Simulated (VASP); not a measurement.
# Ru (P6_3/mmc) in VASP: further runs

The runs below take Ru through relaxation of cell and atoms, electrostatic potential, with PBEsol.

Program: VASP 6.6.1. These are calculated values, not measurements. Logs are shortened: lines on timing, memory, paths and dates and some standing lists are left out, and cuts for length are marked.

### Step 1. Starting point

It takes space group P6_3/mmc (No. 194, hexagonal). Conventional cell: a = 2.690 Å, b = 2.690 Å, c = 4.250 Å, α = 90.00°, β = 90.00°, γ = 120.00°. Around Ru (site symmetry -6m2) lie 12 Ru at 2.63 to 2.69 Å.

The cell was built by a generator and needn't be a form met in nature.

### Step 2. Relaxation of cell and atoms, PBEsol

INCAR reads:

```
  PREC = Accurate
  ENCUT = 600
  EDIFF = 1E-6
  ISMEAR = 1
  SIGMA = 0.1
  LREAL = F
  LASPH = T
  NELM = 120
  ALGO = Fast
  ISIF = 3
  LWAVE = F
  LCHARG = F
  GGA = PS
  IBRION = 2
  NSW = 40
  EDIFFG = -0.005
```

KPOINTS reads:

```
regular mesh
0
Gamma
  18 18 10
```

POSCAR reads:

```
Ru
1.0
    2.6900000000      0.0000000000      0.0000000000
   -1.3450000000      2.3296083400      0.0000000000
    0.0000000000      0.0000000000      4.2500000000
Ru
2
Direct
    0.3333333300      0.6666666700      0.2500000000
    0.6666666700      0.3333333300      0.7500000000
```

Potentials or basis: VASP PAW PBE potentials, release 64 (Ru_pv).

Command:

```console
$ cat potpaw_PBE.64/Ru_pv/POTCAR > POTCAR
$ mpirun -np 1 vasp_std > vasp.out
```

OUTCAR:

```text
PREC = Accurate
   ENCUT = 600
   EDIFF = 1E-6
   ISMEAR = 1
   LREAL = F
   LASPH = T
   NELM = 120
   ISIF = 3
   GGA = PS
   IBRION = 2
   NSW = 40
   EDIFFG = -0.005

 ion  position               nearest neighbor table
   1  0.333  0.667  0.250-   2 2.63   2 2.63   2 2.63   2 2.63   2 2.63   2 2.63
   2  0.667  0.333  0.750-   1 2.63   1 2.63   1 2.63   1 2.63   1 2.63   1 2.63

  LATTYP: Found a hexagonal cell.
 ALAT       =     2.6900000000
 C/A-ratio  =     1.5799256506

  Lattice vectors:

 A1 = (   2.6900000000,   0.0000000000,   0.0000000000)
 A2 = (  -1.3450000000,   2.3296083400,   0.0000000000)
 A3 = (   0.0000000000,   0.0000000000,   4.2500000000)

Analysis of symmetry for initial positions (statically):
=====================================================================
 Subroutine PRICEL returns:
 Original cell was already a primitive cell.

 Routine SETGRP: Setting up the symmetry group for a
 hexagonal supercell.

 Subroutine GETGRP returns: Found 24 space group operations
 (whereof 12 operations were pure point group operations)
 out of a pool of 24 trial point group operations.

The static configuration has the point symmetry D_3d.
 The point group associated with its full space group is D_6h.

Analysis of symmetry for dynamics (positions and initial velocities):
=====================================================================
 Subroutine PRICEL returns:
 Original cell was already a primitive cell.

 Routine SETGRP: Setting up the symmetry group for a
 hexagonal supercell.

 Subroutine GETGRP returns: Found 24 space group operations
 (whereof 12 operations were pure point group operations)
 out of a pool of 24 trial point group operations.

The dynamic configuration has the point symmetry D_3d.
 The point group associated with its full space group is D_6h.

 Subroutine INISYM returns: Found 24 space group operations
 (whereof 12 operations are pure point group operations),
 and found     1 'primitive' translations

----------------------------------------------------------------------------------------

                                     Primitive cell

  volume of cell :      26.6332

  direct lattice vectors                    reciprocal lattice vectors
     2.690000000  0.000000000  0.000000000     0.371747212  0.214628353  0.000000000
    -1.345000000  2.329608340  0.000000000     0.000000000  0.429256705  0.000000000
     0.000000000  0.000000000  4.250000000     0.000000000  0.000000000  0.235294118

  length of vectors
     2.690000000  2.690000003  4.250000000     0.429256706  0.429256705  0.235294118

  position of ions in fractional coordinates (direct lattice)
     0.333333330  0.666666670  0.250000000
     0.666666670  0.333333330  0.750000000

  ion indices of the primitive-cell ions
   primitive index   ion index
                 1           1
                 2           2

----------------------------------------------------------------------------------------

 KPOINTS: regular mesh

Automatic generation of k-mesh.
 Grid dimensions read from file:
 generate k-points for:   18   18   10

 Generating k-lattice:

  Cartesian coordinates                     Fractional coordinates (reciprocal lattice)
     0.020652623  0.011923797  0.000000000     0.055555556  0.000000000  0.000000000
     0.000000000  0.023847595  0.000000000     0.000000000  0.055555556  0.000000000
     0.000000000  0.000000000  0.023529412     0.000000000  0.000000000  0.100000000

  Length of vectors
     0.023847595  0.023847595  0.023529412

  Shift w.r.t. Gamma in fractional coordinates (k-lattice)
     0.000000000  0.000000000  0.000000000

 Subroutine IBZKPT returns following result:
 ===========================================

 Found    222 irreducible k-points:

 Following reciprocal coordinates:
            Coordinates               Weight
  0.000000  0.000000  0.000000      1.000000
  0.055556 -0.000000  0.000000      6.000000
  0.111111 -0.000000  0.000000      6.000000
  0.166667  0.000000  0.000000      6.000000
  0.222222 -0.000000  0.000000      6.000000
  0.277778  0.000000  0.000000      6.000000
[... 16 lines left out ...]
  0.333333  0.111111  0.000000     12.000000
  0.388889  0.111111  0.000000     12.000000
 [... further k-points ...]
   k-points           NKPTS =    222   k-points in BZ     NKDIM =    222   number of bands    NBANDS=     18
   number of dos      NEDOS =    301   number of ions     NIONS =      2
   total plane-waves  NPLWV =  20736
   dimension x,y,z NGX =    24 NGY =   24 NGZ =   36
   dimension x,y,z NGXF=    48 NGYF=   48 NGZF=   72
   ions per type =               2
   NGX,Y,Z   is equivalent  to a cutoff of  14.83, 14.83, 14.08 a.u.
   NGXF,Y,Z  is equivalent  to a cutoff of  29.66, 29.66, 28.16 a.u.
 SYSTEM =  unknown system
   PREC   = accura    normal or accurate (medium, high low for compatibility)
   ISTART =      0    job   : 0-new  1-cont  2-samecut
   ICHARG =      2    charge: 1-file 2-atom 10-const
   ISPIN  =      1    spin polarized calculation?
   LNONCOLLINEAR =      F non collinear calculations
   LSORBIT =      F    spin-orbit coupling
   LASPH  =      T    aspherical Exc in radial PAW
   ENCUT  =  600.0 eV  44.10 Ry    6.64 a.u.   5.37  5.37  8.49*2*pi/ulx,y,z
   NELM   =    120;   NELMIN=  2; NELMDL= -5     # of ELM steps
   EDIFF  = 0.1E-05   stopping-criterion for ELM
   LREAL  =      F    real-space projection
   EDIFFG = -.5E-02   stopping-criterion for IOM
   NSW    =     40    number of steps for IOM
   IBRION =      2    ionic relax: 0-MD 1-quasi-New 2-CG
   NFREE  =      1    steps in history (QN), initial steepest desc. (CG)
   ISIF   =      3    stress and relaxation
   ISYM   =      2    0-nonsym 1-usesym 2-fastsym
   POTIM  = 0.5000    time-step for ionic-motion
   TEBEG  =    0.0;   TEEND  =   0.0 temperature during run
   PSTRESS=    0.0 pullay stress
   NELECT =      28.0000    total number of electrons
   NUPDOWN=      -1.0000    fix difference up-down
   EMIN   =  10.00;   EMAX   =-10.00  energy-range for DOS
   EFERMI =   0.00;   METHOD = LEGACY
   ISMEAR =     1;   SIGMA  =   0.10  broadening in eV -4-tet -1-fermi 0-gaus
   EFERMI_NEDOS =   21; number of points for ismear=-14 and -15
   IALGO  =     68    algorithm
   IMIX   =      4    mixing-type and parameters
     AMIX     =   0.40;   BMIX     =  1.00
     AMIX_MAG =   1.60;   BMIX_MAG =  1.00
  volume/ion in A,a.u.               =      13.32        89.87
  Fermi-wavevector in a.u.,A,eV,Ry     =   1.664637  3.145707 37.701953  2.771015
  Thomas-Fermi vector in A             =   2.751146
   LORBIT       =      0    0 simple, 1 ext, 2 COOP (PROOUT), +10 PAW based schemes
   GGA     = PS    functional components
   LHFCALC =     F    Hartree Fock is set to
   AEXX    =    0.0000 exact exchange contribution
   IVDW    =     0    specifies the selected vdW correction
   LEPSILON=     F    determine dielectric tensor
   LRPA    =     F    only Hartree local field effects (RPA)
 conjugate gradient relaxation of ions
 non-spin polarized calculation
 RMM-DIIS sequential band-by-band and
 Methfessel and Paxton  Order N= 1 SIGMA  =   0.10
  energy-cutoff  :      600.00
  volume of cell :       26.63
 maximum number of plane-waves:       911
 NGX is ok and might be reduce to    24
   NGX = 11   NGY = 11   NGZ = 17

--------------------------------------- Ionic step        1  -------------------------------------------

 number of electron      27.9999996 magnetization

 Free energy of the ion-electron system (eV)
  ---------------------------------------------------
  ext. energy  EPLUGINS =         0.00000000
  ---------------------------------------------------
  free energy    TOTEN  =       -20.34113542 eV

  energy without entropy =      -20.34048131  energy(sigma->0) =      -20.34091738

------------------------ aborting loop because EDIFF is reached ----------------------------------------

  FORCE on cell =-STRESS in cart. coord.  units (eV):
  Direction    XX          YY          ZZ          XY          YZ          ZX
  --------------------------------------------------------------------------------------
  -------------------------------------------------------------------------------------
  Total       -0.0275951     -0.0275951      0.0524665      0.0000000      0.0000000      0.0000000
  in kB       -1.6600419     -1.6600419      3.1562285      0.0000000      0.0000000      0.0000000
  external PRESSURE =      -0.0546184 kB  Pullay stress =       0.0000000 kB
[... 89 lines left out ...]
  FREE ENERGIE OF THE ION-ELECTRON SYSTEM (eV)
  ---------------------------------------------------
  free  energy   TOTEN  =       -20.3411651702 eV

  energy  without entropy=      -20.3405550030  energy(sigma->0) =      -20.34096178

[... ionic steps 4 to 7 ...]

--------------------------------------- Ionic step        8  -------------------------------------------

 number of electron      27.9999996 magnetization

------------------------ aborting loop because EDIFF is reached ----------------------------------------

  FORCE on cell =-STRESS in cart. coord.  units (eV):
  Direction    XX          YY          ZZ          XY          YZ          ZX
  --------------------------------------------------------------------------------------
  -------------------------------------------------------------------------------------
  Total        0.0247460      0.0247460      0.0186442      0.0000000      0.0000000      0.0000000
  in kB        1.4890039      1.4890039      1.1218482      0.0000000      0.0000000      0.0000000
  external PRESSURE =       1.3666186 kB  Pullay stress =       0.0000000 kB
[... 57 lines left out ...]
  energy  without entropy=      -20.3405565286  energy(sigma->0) =      -20.34096306

--------------------------------------- Ionic step       10  -------------------------------------------

 number of electron      27.9999996 magnetization

 Free energy of the ion-electron system (eV)
  ---------------------------------------------------
  ext. energy  EPLUGINS =         0.00000000
  ---------------------------------------------------
  free energy    TOTEN  =       -20.34116625 eV

  energy without entropy =      -20.34055722  energy(sigma->0) =      -20.34096324

 E-fermi :  13.0473     XC(G=0): -14.4015

 val. band max:       13.0422802686   @ k =   0.3333   0.1111   0.3000
 cond. band min:      13.0494655761   @ k =   0.1667   0.0000   0.4000
 fundamental gap:      0.0071853075
 Fermi energy:        13.0473343360

 k-point     1 :       0.0000    0.0000    0.0000
  band No.  band energies     occupation
      1     -30.6186      2.00000
      2     -29.6161      2.00000
      3     -29.6161      2.00000
      4     -29.4338      2.00000
      5     -29.4338      2.00000
      6     -29.3907      2.00000
[... 10 lines left out ...]
     17      14.2896     -0.00000
     18      14.3223     -0.00000
[... 466 lines left out ...]
      2     -30.1711      2.00000
      3     -30.1034      2.00000
      4     -29.9035      2.00000
      5     -29.7019      2.00000
      6     -29.6189      2.00000
[... 10 lines left out ...]
     17      16.9074      0.00000
     18      20.6001      0.00000

 [... further k-points ...]

------------------------ aborting loop because EDIFF is reached ----------------------------------------

  FORCE on cell =-STRESS in cart. coord.  units (eV):
  Direction    XX          YY          ZZ          XY          YZ          ZX
  --------------------------------------------------------------------------------------
  -------------------------------------------------------------------------------------
  Total       -0.0032936     -0.0032936     -0.0042434     -0.0000000      0.0000000     -0.0000000
  in kB       -0.1981666     -0.1981666     -0.2553178     -0.0000000      0.0000000     -0.0000000
  external PRESSURE =      -0.2172170 kB  Pullay stress =       0.0000000 kB
[... 17 lines left out ...]
  FREE ENERGIE OF THE ION-ELECTRON SYSTEM (eV)
  ---------------------------------------------------
  free  energy   TOTEN  =       -20.3411662496 eV

  energy  without entropy=      -20.3405572217  energy(sigma->0) =      -20.34096324

 reached required accuracy - stopping structural energy minimisation
```

Wall time 5.9 min (1 thread of Intel Xeon Platinum 8259CL at 2.50GHz (Skylake/Cascade Lake), shared host); peak memory 0.24 GiB.

What came out:

```yaml
Free_energy: -20.3412 eV
Relaxed_volume: 13.31 Å³/atom
Relaxed_cell: a = 2.689 Å, b = 2.689 Å, c = 4.253 Å, α = 90.00°, β = 90.00°, γ = 120.00°
Space_group_after_relaxing_to_0.05_Å: P6_3/mmc (No. 194)
Energy_gained_by_relaxing: 0.0 meV/atom
Ionic_steps: 10
Pressure_after_relaxing: 0.0 GPa
Band_gap_on_the_k_mesh: none (metal or under the smearing width)
```

Final structure:
```
CELL_PARAMETERS angstrom
2.68883 0.00000 0.00000
-1.34442 2.32860 0.00000
0.00000 0.00000 4.25294
ATOMIC_POSITIONS crystal
Ru 0.33333 0.66667 0.25000
Ru 0.66667 0.33333 0.75000
```

Levels at points of the mesh, in eV from the Fermi level:
| k point | band 11 | band 12 | band 13 | band 14 | band 15 | band 16 | band 17 | band 18 |
| --- | --- | --- | --- | --- | --- | --- | --- | --- |
| (0.00, 0.00, 0.00) | -2.48 | -1.96 | -1.96 | -1.42 | -1.42 | 1.24 | 1.24 | 1.27 |
| (0.50, 0.00, 0.00) | -2.12 | -1.85 | -1.55 | 1.50 | 1.93 | 2.01 | 4.18 | 6.25 |
| (0.00, 0.00, 0.50) | -2.84 | -2.84 | -2.79 | -2.79 | 0.59 | 0.59 | 0.59 | 0.59 |
| (0.50, 0.00, 0.50) | -1.08 | -1.08 | 0.46 | 0.46 | 1.76 | 1.76 | 3.46 | 3.46 |

Caveat: the PAW data sets were made with another functional, which shifts forces and pressure a little.

(Continued in part 2 of 2.)
